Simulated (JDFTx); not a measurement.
**ZrSe2: equation of state with PBE**

Crystal: ZrSe2.

```xyz
3
Lattice="3.7980 0.0000 0.0000 -1.8990 3.2892 0.0000 0.0000 0.0000 6.1920" Properties=species:S:1:pos:R:3 pbc="T T T"
Zr    0.0000    0.0000    0.0000
Se    1.8990    1.0964    4.6440
Se    0.0000    2.1928    1.5480
```

```json
{"Program": "JDFTx 1.7.0 (patched build)", "Task": "equation of state", "Functional": "PBE", "Potentials or basis": "PseudoDojo-SR-PBE-0.5-standard", "Cutoff": "1170 eV", "Density cutoff": "9361 eV", "k mesh": "8 × 8 × 5", "Occupations": "fermi-dirac, width 0.05 eV", "Spin": "no spin polarisation"}
```

| Quantity | Value |
| --- | --- |
| Equilibrium volume | 26.44 Å³/atom |
| Bulk modulus at fixed shape and positions | 75 GPa |
| Pressure derivative of the bulk modulus | 4.1 |

Energy against volume, from the lowest point:
```tsv
volume (Å³/atom)	energy (meV/atom)
24.237	49.40
24.753	27.88
25.268	12.88
25.784	3.76
26.300	0.00
26.815	1.05
27.331	6.47
```

Caveat: the cell was scaled at fixed shape and fractional positions, which overstates the stiffness of a crystal with free parameters, most of all of layers and chains; this functional lacks dispersion, which binds the layers, so the pressure and a relaxed spacing across them are unreliable.
